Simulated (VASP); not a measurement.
Input of a VASP 6.6.1 run:

INCAR

```
PREC = Accurate ; ENCUT = 600
EDIFF = 1E-7 ; ISMEAR = 0
SIGMA = 0.03 ; LREAL = False
LASPH = True ; NELM = 80
ALGO = Normal ; ISIF = 3
LWAVE = False ; LCHARG = False
GGA = PS ; IBRION = 2
NSW = 90 ; EDIFFG = -0.005
KPAR = 2
```

The input KPOINTS:

```
Automatic mesh
0
Gamma
  6 6 6
```

POSCAR

```
InGa3As4                                
1.0
    5.7718795086     -0.0000000000     -0.0000000000
   -0.0000000000     -5.7718795086     -0.0000000000
   -0.0000000000     -0.0000000000     -5.7718795086
  In              Ga              As            
     1     3     4
Direct
     0.0000000000000000    0.5000000000000000    0.5000000000000000
     0.5000000000000000    0.0000000000000000    0.5000000000000000
     0.5000000000000000    0.5000000000000000    0.0000000000000000
     0.0000000000000000    0.0000000000000000    0.0000000000000000
     0.2594152465417984    0.2405847534582016    0.2405847534582016
     0.7405847534582014    0.7594152465417986    0.2405847534582016
     0.7405847534582014    0.2405847534582016    0.7594152465417986
     0.2594152465417984    0.7594152465417986    0.7594152465417986
```

Potentials or basis: VASP PAW PBE potentials, release 64 (In_d, Ga_d, As).

Run with:

```console
$ cat potpaw_PBE.64/In_d/POTCAR potpaw_PBE.64/Ga_d/POTCAR potpaw_PBE.64/As/POTCAR > POTCAR
$ mpirun -np 2 vasp_std > vasp.out
```

(1) What does it give for the space group after relaxing (to 0.05 Å)?

(2) Estimate the band gap on the k mesh.

(3) Estimate the relaxed cell.

(4) Estimate the relaxed volume.

Answers

(1) P-43m (No. 215).

(2) 0.08 eV, direct.

(3) a = 5.771 Å, b = 5.771 Å, c = 5.771 Å, α = 90.00°, β = 90.00°, γ = 90.00°.

(4) 24.03 Å³/atom.

Caveat: the PAW data sets were made with another functional, which shifts forces and pressure a little; spin-orbit coupling is left out, which moves the levels of the heavy elements.
